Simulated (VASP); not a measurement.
# Ag in VASP: relaxation of the atoms with PBEsol+D3(BJ)

Aim: the relaxation of the atoms of Ag with PBEsol+D3(BJ).

All numbers are computed with VASP 6.6.1; they aren't measurements. Logs are shortened: lines on timing, memory, paths and dates and some standing lists are left out, and cuts for length are marked.

## 1. Starting point

The cell holds a slab with vacuum, 4 atoms: a = 2.909 Å, b = 2.909 Å, c = 30.398 Å, α = 90.00°, β = 90.00°, γ = 120.00°.

The cell was built by a generator and needn't be a form met in nature.

## 2. Relaxation of the atoms, PBEsol+D3(BJ)

File INCAR:

```
  PREC = Accurate
  ENCUT = 520
  EDIFF = 1E-6
  ISMEAR = 1
  SIGMA = 0.1
  LREAL = F
  LASPH = T
  NELM = 120
  ALGO = Fast
  ISIF = 2
  LWAVE = F
  LCHARG = F
  LDIPOL = T
  IDIPOL = 3
  DIPOL = 0.5 0.5 0.500
  GGA = PS
  IVDW = 12
  IBRION = 2
  NSW = 90
  EDIFFG = -0.02
```

File KPOINTS:

```
regular mesh
0
Gamma
  13 13 1
```

File POSCAR:

```
Ag
1.0
    2.9092759800      0.0000000000      0.0000000000
   -1.4546379900      2.5195068800      0.0000000000
    0.0000000000      0.0000000000     30.3978581400
Ag
4
Direct
    0.0000000000      0.0000000000      0.3889928900
    0.6666670000      0.3333330000      0.4629954700
    0.3333330000      0.6666670000      0.5370045300
    1.0000000000      0.0000000000      0.6110071100
```

Potentials or basis: VASP PAW PBE potentials, release 64 (Ag).

Started as:

```bash
$ cat potpaw_PBE.64/Ag/POTCAR > POTCAR
$ mpirun -np 1 vasp_std > vasp.out
```

OUTCAR:

```text
PREC = Accurate
   ENCUT = 520
   EDIFF = 1E-6
   ISMEAR = 1
   LREAL = F
   LASPH = T
   NELM = 120
   ISIF = 2
   GGA = PS
   IVDW = 12
   IBRION = 2
   NSW = 90
   EDIFFG = -0.02
 IVDW          = 12

 ion  position               nearest neighbor table
   1  0.000  0.000  0.389-   2 2.81   2 2.81   2 2.81
   2  0.667  0.333  0.463-   1 2.81   1 2.81   1 2.81   3 2.81   3 2.81   3 2.81
   3  0.333  0.667  0.537-   4 2.81   4 2.81   4 2.81   2 2.81   2 2.81   2 2.81
   4  0.000  0.000  0.611-   3 2.81   3 2.81   3 2.81

  LATTYP: Found a hexagonal cell.
 ALAT       =     2.9092759800
 C/A-ratio  =    10.4485990153

  Lattice vectors:

 A1 = (   2.9092759800,   0.0000000000,   0.0000000000)
 A2 = (  -1.4546379900,   2.5195068800,   0.0000000000)
 A3 = (   0.0000000000,   0.0000000000,  30.3978581400)

Analysis of symmetry for initial positions (statically):
=====================================================================
 Subroutine PRICEL returns:
 Original cell was already a primitive cell.

 Routine SETGRP: Setting up the symmetry group for a
 hexagonal supercell.

 Subroutine GETGRP returns: Found 12 space group operations
 (whereof 12 operations were pure point group operations)
 out of a pool of 24 trial point group operations.

The static configuration has the point symmetry D_3d.

Analysis of symmetry for dynamics (positions and initial velocities):
=====================================================================
 Subroutine PRICEL returns:
 Original cell was already a primitive cell.

 Routine SETGRP: Setting up the symmetry group for a
 hexagonal supercell.

 Subroutine GETGRP returns: Found 12 space group operations
 (whereof 12 operations were pure point group operations)
 out of a pool of 24 trial point group operations.

The dynamic configuration has the point symmetry D_3d.

 Subroutine INISYM returns: Found 12 space group operations
 (whereof 12 operations are pure point group operations),
 and found     1 'primitive' translations

----------------------------------------------------------------------------------------

                                     Primitive cell

  volume of cell :     222.8145

  direct lattice vectors                    reciprocal lattice vectors
     2.909275980  0.000000000  0.000000000     0.343728133  0.198451532  0.000000000
    -1.454637990  2.519506880  0.000000000     0.000000000  0.396903064  0.000000000
     0.000000000  0.000000000 30.397858140     0.000000000  0.000000000  0.032897055

  length of vectors
     2.909275980  2.909275958 30.397858140     0.396903061  0.396903064  0.032897055

  position of ions in fractional coordinates (direct lattice)
     0.000000000  0.000000000  0.388992890
     0.666667000  0.333333000  0.462995470
     0.333333000  0.666667000  0.537004530
     0.000000000  0.000000000  0.611007110

  ion indices of the primitive-cell ions
   primitive index   ion index
                 1           1
                 2           2
                 3           3
                 4           4

----------------------------------------------------------------------------------------

 KPOINTS: regular mesh

Automatic generation of k-mesh.
 Grid dimensions read from file:
 generate k-points for:   13   13    1

 Generating k-lattice:

  Cartesian coordinates                     Fractional coordinates (reciprocal lattice)
     0.026440626  0.015265502  0.000000000     0.076923077  0.000000000  0.000000000
     0.000000000  0.030531005  0.000000000     0.000000000  0.076923077  0.000000000
     0.000000000  0.000000000  0.032897055     0.000000000  0.000000000  1.000000000

  Length of vectors
     0.030531005  0.030531005  0.032897055

  Shift w.r.t. Gamma in fractional coordinates (k-lattice)
     0.000000000  0.000000000  0.000000000

 Subroutine IBZKPT returns following result:
 ===========================================

 Found     21 irreducible k-points:

 Following reciprocal coordinates:
            Coordinates               Weight
  0.000000  0.000000  0.000000      1.000000
  0.076923 -0.000000  0.000000      6.000000
  0.153846  0.000000  0.000000      6.000000
  0.230769 -0.000000  0.000000      6.000000
  0.307692  0.000000  0.000000      6.000000
  0.384615  0.000000  0.000000      6.000000
[... 13 lines left out ...]
  0.384615  0.230769  0.000000      6.000000
  0.307692  0.307692  0.000000      6.000000
   k-points           NKPTS =     21   k-points in BZ     NKDIM =     21   number of bands    NBANDS=     26
   number of dos      NEDOS =    301   number of ions     NIONS =      4
   total plane-waves  NPLWV = 138240
   dimension x,y,z NGX =    24 NGY =   24 NGZ =  240
   dimension x,y,z NGXF=    48 NGYF=   48 NGZF=  480
   ions per type =               4
   NGX,Y,Z   is equivalent  to a cutoff of  13.71, 13.71, 13.13 a.u.
   NGXF,Y,Z  is equivalent  to a cutoff of  27.43, 27.43, 26.25 a.u.
 SYSTEM =  unknown system
   PREC   = accura    normal or accurate (medium, high low for compatibility)
   ISTART =      0    job   : 0-new  1-cont  2-samecut
   ICHARG =      2    charge: 1-file 2-atom 10-const
   ISPIN  =      1    spin polarized calculation?
   LNONCOLLINEAR =      F non collinear calculations
   LSORBIT =      F    spin-orbit coupling
   LASPH  =      T    aspherical Exc in radial PAW
   ENCUT  =  520.0 eV  38.22 Ry    6.18 a.u.   5.41  5.41 56.52*2*pi/ulx,y,z
   NELM   =    120;   NELMIN=  2; NELMDL= -5     # of ELM steps
   EDIFF  = 0.1E-05   stopping-criterion for ELM
   LREAL  =      F    real-space projection
   EDIFFG = -.2E-01   stopping-criterion for IOM
   NSW    =     90    number of steps for IOM
   IBRION =      2    ionic relax: 0-MD 1-quasi-New 2-CG
   NFREE  =      1    steps in history (QN), initial steepest desc. (CG)
   ISIF   =      2    stress and relaxation
   ISYM   =      2    0-nonsym 1-usesym 2-fastsym
   POTIM  = 0.5000    time-step for ionic-motion
   TEBEG  =    0.0;   TEEND  =   0.0 temperature during run
   PSTRESS=    0.0 pullay stress
   NELECT =      44.0000    total number of electrons
   NUPDOWN=      -1.0000    fix difference up-down
   EMIN   =  10.00;   EMAX   =-10.00  energy-range for DOS
   EFERMI =   0.00;   METHOD = LEGACY
   ISMEAR =     1;   SIGMA  =   0.10  broadening in eV -4-tet -1-fermi 0-gaus
   EFERMI_NEDOS =   21; number of points for ismear=-14 and -15
   IALGO  =     68    algorithm
   IMIX   =      4    mixing-type and parameters
     AMIX     =   0.40;   BMIX     =  1.00
     AMIX_MAG =   1.60;   BMIX_MAG =  1.00
  volume/ion in A,a.u.               =      55.70       375.91
  Fermi-wavevector in a.u.,A,eV,Ry     =   0.953333  1.801538 12.365568  0.908844
  Thomas-Fermi vector in A             =   2.081978
   LORBIT       =      0    0 simple, 1 ext, 2 COOP (PROOUT), +10 PAW based schemes
   GGA     = PS    functional components
   LHFCALC =     F    Hartree Fock is set to
   AEXX    =    0.0000 exact exchange contribution
   IVDW    =    12    specifies the selected vdW correction
   LEPSILON=     F    determine dielectric tensor
   LRPA    =     F    only Hartree local field effects (RPA)
 conjugate gradient relaxation of ions
 non-spin polarized calculation
 RMM-DIIS sequential band-by-band and
 Methfessel and Paxton  Order N= 1 SIGMA  =   0.10
  energy-cutoff  :      520.00
  volume of cell :      222.81
 maximum number of plane-waves:      6125
 NGX is ok and might be reduce to    24
   NGX = 11   NGY = 11   NGZ =113

--------------------------------------- Ionic step        1  -------------------------------------------

 number of electron      44.0000007 magnetization

 Free energy of the ion-electron system (eV)
  ---------------------------------------------------
  ext. energy  EPLUGINS =         0.00000000
  ---------------------------------------------------
  free energy    TOTEN  =       -12.27331135 eV

  energy without entropy =      -12.27255359  energy(sigma->0) =      -12.27305877

------------------------ aborting loop because EDIFF is reached ----------------------------------------

 Edisp (eV)   -1.59588

 E8    (eV) :    -1.0860

  FORCE on cell =-STRESS in cart. coord.  units (eV):
  Direction    XX          YY          ZZ          XY          YZ          ZX
  --------------------------------------------------------------------------------------
  -------------------------------------------------------------------------------------
  Total      -3.50543    -3.50543     0.46619     0.00000     0.00000    -0.00000
  in kB     -25.20626   -25.20626     3.35221     0.00000     0.00000    -0.00000
  external pressure =      -15.69 kB  Pullay stress =        0.00 kB
[... 191 lines left out ...]
  energy  without entropy=      -13.8696971412  energy(sigma->0) =      -13.87038854

--------------------------------------- Ionic step        6  -------------------------------------------

 number of electron      44.0000008 magnetization

 dipolmoment           0.000000      0.000000      0.000000 electrons x Angstroem

------------------------ aborting loop because EDIFF is reached ----------------------------------------

 Edisp (eV)   -1.59048

 E8    (eV) :    -1.0822

  FORCE on cell =-STRESS in cart. coord.  units (eV):
  Direction    XX          YY          ZZ          XY          YZ          ZX
  --------------------------------------------------------------------------------------
  -------------------------------------------------------------------------------------
  Total      -3.65004    -3.65004     0.04316     0.00000     0.00000     0.00000
  in kB     -26.24613   -26.24613     0.31031     0.00000     0.00000     0.00000
  external pressure =      -17.39 kB  Pullay stress =        0.00 kB
[... 65 lines left out ...]
  energy  without entropy=      -13.8697768634  energy(sigma->0) =      -13.87045961

--------------------------------------- Ionic step        8  -------------------------------------------

 number of electron      44.0000003 magnetization

 dipolmoment           0.000000      0.000000     -0.000000 electrons x Angstroem

 Free energy of the ion-electron system (eV)
  ---------------------------------------------------
  ext. energy  EPLUGINS =         0.00000000
  ---------------------------------------------------
  free energy    TOTEN  =       -12.28236050 eV

  energy without entropy =      -12.28131232  energy(sigma->0) =      -12.28201111

 E-fermi :  -0.6498     XC(G=0):  -4.3116

 val. band max:       -0.7269704020   @ k =   0.2308   0.1538   0.0000
 cond. band min:      -0.6449291117   @ k =   0.1538   0.0000   0.0000
 fundamental gap:      0.0820412904
 Fermi energy:        -0.6497909504

 k-point     1 :       0.0000    0.0000    0.0000
  band No.  band energies     occupation
      1      -8.3017      2.00000
      2      -7.3018      2.00000
      3      -6.9542      2.00000
      4      -6.7407      2.00000
      5      -5.5556      2.00000
      6      -5.5556      2.00000
[... 598 lines left out ...]
     25       3.7427      0.00000
     26       4.4428      0.00000

------------------------ aborting loop because EDIFF is reached ----------------------------------------

 vacuum level on the upper side and lower side of the slab       (xc-potential included)        -0.043        -0.043

 Edisp (eV)   -1.58862

 E8    (eV) :    -1.0809

  FORCE on cell =-STRESS in cart. coord.  units (eV):
  Direction    XX          YY          ZZ          XY          YZ          ZX
  --------------------------------------------------------------------------------------
  -------------------------------------------------------------------------------------
  Total      -3.68503    -3.68503    -0.05996     0.00000     0.00000     0.00000
  in kB     -26.49768   -26.49768    -0.43112     0.00000     0.00000     0.00000
  external pressure =      -17.81 kB  Pullay stress =        0.00 kB
[... 19 lines left out ...]
  FREE ENERGIE OF THE ION-ELECTRON SYSTEM (eV)
  ---------------------------------------------------
  free  energy   TOTEN  =       -13.8709818298 eV

  energy  without entropy=      -13.8699336425  energy(sigma->0) =      -13.87063243

 reached required accuracy - stopping structural energy minimisation

 vacuum level on the upper side and lower side of the slab         3.935         3.935
```

It took 5.8 min on 1 thread of Intel Xeon Platinum 8488C (Sapphire Rapids), shared host; peak memory 0.44 GiB.

What came out:

```yaml
Free_energy: -13.8710 eV
Energy_gained_by_relaxing: 0.4 meV/atom
Ionic_steps: 8
Largest_force_after_relaxing: 0.017 eV/Å
Band_gap_on_the_k_mesh: none (metal or under the smearing width)
Dispersion_energy_per_atom: -0.397 eV
```

Forces in eV/Å, atoms in the order of the input:
```
Ag   0.000  0.000  0.004
Ag   0.000  0.000  0.017
Ag   0.000  0.000 -0.017
Ag   0.000  0.000 -0.004
```

The path:
```csv
step,energy change (eV),largest force (eV/Å),pressure (GPa)
1,0.0000,0.0718,-1.57
2,-0.0005,0.0519,-1.60
3,-0.0008,0.0399,-1.63
4,-0.0014,0.0323,-1.68
5,-0.0015,0.0508,-1.79
6,-0.0016,0.0446,-1.74
7,-0.0016,0.0457,-1.76
8,-0.0018,0.0168,-1.78
```

Final structure:
```
Ag
1.0
     2.90928    0.00000    0.00000
    -1.45464    2.51951    0.00000
     0.00000    0.00000   30.39786
Ag
4
Cartesian
  0.0000 0.0000 11.7998
  1.4546 0.8398 14.0643
  0.0000 1.6797 16.3335
  -1.4546 2.5195 18.5981
```

Caveat: the PAW data sets were made with another functional, which shifts forces and pressure a little.
